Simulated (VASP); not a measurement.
TePb: relaxation of cell and atoms with PBEsol

TePb:

```
Te Pb
1.0
     0.00000    3.23100    3.23100
     3.23100    0.00000    3.23100
     3.23100    3.23100    0.00000
Te Pb
1 1
Direct
  0.50000 0.50000 0.50000
  0.00000 0.00000 0.00000
```

```yaml
Program: VASP 6.6.1
Task: relaxation of cell and atoms
Functional: PBEsol
Potentials_or_basis: VASP PAW PBE potentials, release 64 (Te, Pb_d)
Cutoff: 600 eV
k_mesh: 8 × 8 × 8
Occupations: gaussian, width 0.03 eV
Spin: no spin polarisation
Target_pressure: 5.02 GPa
Further_INCAR_settings: ALGO = Normal; EDIFF = 1e-06; IBRION = 2; EDIFFG = -0.01; NSW = 90; ISIF = 3
Target_pressure: 5.02 GPa
```

* Relaxed volume: 30.57 Å³/atom
* Relaxed cell: a = 4.422 Å, b = 4.422 Å, c = 4.422 Å, α = 60.00°, β = 60.00°, γ = 60.00°
* Space group after relaxing (to 0.05 Å): Fm-3m (No. 225)
* Energy change on relaxing (the enthalpy is what falls): +40.5 meV/atom
* Ionic steps: 5
* Pressure after relaxing: 5.0 GPa
* Band gap on the k mesh: 0.43 eV, direct

Step by step:
```tsv
step	energy change (eV)	largest force (eV/Å)	pressure (GPa)	volume (Å³)
1	0.0000	0.0000	-0.39	67.46
2	0.2787	0.0000	10.43	56.94
3	0.0814	0.0000	4.96	61.13
4	0.0852	0.0000	5.11	61.01
5	0.0811	0.0000	5.02	61.14
```

Final structure:
```yaml
crystal:
  lattice:
    - [0.00000, 3.12683, 3.12683]
    - [3.12683, 0.00000, 3.12683]
    - [3.12683, 3.12683, 0.00000]
  atoms:
    - { symbol: Te, position: [0.50000, 0.50000, 0.50000] }
    - { symbol: Pb, position: [0.00000, 0.00000, 0.00000] }
```

Levels at points of the mesh, in eV from the valence-band top:
```csv
k point,band 7,band 8,band 9,band 10,band 11,band 12,band 13,band 14
"(0.00, 0.00, 0.00)",-5.39,-1.77,-1.77,-1.77,4.11,4.11,4.11,5.48
"(0.50, 0.00, 0.00)",-9.23,-1.22,-1.22,0.00,0.43,0.94,0.94,8.37
"(0.50, 0.50, 0.00)",-7.52,-5.38,-3.44,-3.44,2.73,5.79,5.79,7.22
```

Run time: 2 min on 1 thread of Intel(R) Xeon(R) Platinum 8259CL CPU @ 2.50GHz (Skylake/Cascade Lake) (shared host), peak memory 0.26 GiB.

Caveat: the cell is relaxed towards a set pressure, so the enthalpy falls and the energy may rise; the PAW data sets were made with another functional, which shifts forces and pressure a little; spin-orbit coupling is left out, which as a rule narrows the gap of such compounds by several tenths of an eV. A k mesh can miss the band edges.
